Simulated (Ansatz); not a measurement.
hcp against bcc along the 4d metals

Level of theory: Ansatz, DFT, PBEsol, plane waves (420 eV) with PAW, scalar-relativistic. The PAW files were generated under PBE, with cores re-solved for the functional.

Each structure is relaxed within its symmetry, in the lowest magnetic state of the tried starts. Differences under about 8 meV lie within the error of the k-point mesh.

```csv
element,E(hcp) − E(bcc) (meV/atom),V(hcp) (Å³/atom),V(bcc) (Å³/atom),state of hcp,state of bcc
Y,-128,31.37,31.47,spin not included,spin not included
Zr,-65,22.47,21.92,spin not included,spin not included
Nb,312,18.06,17.49,spin not included,spin not included
Mo,?,?,?,?,?
Ru,-664,13.32,13.77,non-magnetic,spin not included
Rh,-348,13.58,13.92,spin not included,spin not included
Pd,-20,14.64,14.68,spin not included,non-magnetic
Ag,-31,16.72,16.78,spin not included,spin not included
Cd,-73,21.25,21.35,spin not included,spin not included
```

Task: Fill in the row of Mo.

Result: E(hcp) − E(bcc) (meV/atom): 452; V(hcp) (Å³/atom): 15.61; V(bcc) (Å³/atom): 15.36; state of hcp: spin not included; state of bcc: spin not included.
